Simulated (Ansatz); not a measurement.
A run of Ansatz 0.2.0 is set up as follows.

File input.yaml:

```yaml
crystal:
  lattice:
    - [-1.58422, 1.58422, 1.58422]
    - [1.58422, -1.58422, 1.58422]
    - [1.58422, 1.58422, -1.58422]
  atoms:
    - { symbol: Pt, position: [0.0, 0.0, 0.0] }
hamiltonian:
  xc: pbesol
  pseudopotentials: { kind: paw }
kpoints:
  mp_grid: { grid: [12, 12, 12] }
scf:
  occupations: { method: fermi_dirac, width: 0.05 }
output:
  forces: true
  stress: true
  eigenvalues: true
relax:
  f_tol: 0.01
  max_steps: 40
  cell: { stress_tol: 0.05, p_target: 5.0 }
```

Potentials or basis: Ansatz PAW.

The run is started by

```bash
$ ansatz run input.yaml --threads 2 --pin off --max-ram 5632MiB --backend cpu --events-out ev --progress --plain --runs-dir out
```

Task: Estimate the space group after relaxing (to 0.05 Å).

Result: Im-3m (No. 229).

Task: What does it give for the relaxed volume?

Result: 14.94 Å³/atom.

Step by step:
| step | energy change (eV) | largest force (eV/Å) | volume (Å³) |
| --- | --- | --- | --- |
| 1 | 0.0000 | 0.0000 | 15.90 |
| 2 | -0.0258 | 0.0000 | 15.10 |
| 3 | -0.0224 | 0.0000 | 14.93 |
| 4 | -0.0220 | 0.0000 | 14.93 |
| 5 | -0.0220 | 0.0000 | 14.94 |
| 6 | -0.0220 | 0.0000 | 14.94 |

Caveat: the plane-wave basis is chosen anew once the cell has moved, so the energies of steps on either side of that aren't comparable; the PAW data sets come from PBE, with cores solved anew for the run's functional, which leaves a small shift of forces and pressure. The run has no spin-orbit coupling, so splittings on Pt are missing.
